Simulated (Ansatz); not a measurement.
**N: what symmetry allows forces and stress to be**

```xyz
4
Lattice="4.0841 0.0000 0.0000 0.0000 4.0841 0.0000 0.0000 0.0000 5.3459" Properties=species:S:1:pos:R:3 pbc="T T T"
N     3.6931    3.6931    0.0000
N     2.4330    1.6511    2.6730
N     0.3909    0.4359    0.0000
N     1.6511    2.4330    2.6730
```

Computed with Ansatz, DFT PBE, scalar-relativistic, plane waves, PAW.

Settings: cutoff 420 eV, Γ-centred mesh 6×6×4 on the computed 4-atom cell, Gaussian smearing of 0.02 eV; no spin polarisation.

This distorted cell has space group Pm, with 2 operations.

Q: Without a calculation: in which directions can each atom feel a force?

A: A force must be left unchanged by every operation that keeps its atom in place, so it lies in the space that those operations leave fixed. Atoms that the group maps onto each other feel forces of one size.
| atom | site symmetry | operations at the site | equivalent to atom | allowed force (Cartesian) |
| --- | --- | --- | --- | --- |
| N1 | m | 2 | 1 | in the plane normal to (0.00, 0.00, 1.00) |
| N2 | m | 2 | 2 | in the plane normal to (0.00, 0.00, 1.00) |
| N3 | m | 2 | 3 | in the plane normal to (0.00, 0.00, 1.00) |
| N4 | m | 2 | 4 | in the plane normal to (0.00, 0.00, 1.00) |

That leaves 8 independent force components of 12, tied by 2 conditions that the forces sum to zero, so 6 remain. A relaxation in this cell that keeps the symmetry moves the atoms in these directions alone.

Q: And the stress tensor?

A: It must be invariant under the point group, which leaves 4 independent components: yz, xz vanish.

Q: Do the computed values obey this?

A: Yes. Forces (eV/Å):
```
N1   3.099  3.286  0.000
N2  -0.409  0.409  0.000
N3  -3.099 -3.289  0.000
N4   0.409 -0.406  0.000
```

Stress (GPa, compression positive, xx yy zz yz xz xy): -4.36 -4.86 0.58 0.00 0.00 -4.04. The program imposes the same operations on density, forces and stress, so this confirms the analysis and is no independent test of the calculation.

The cell holds molecules, and where no dispersion correction was added their binding is poorly described.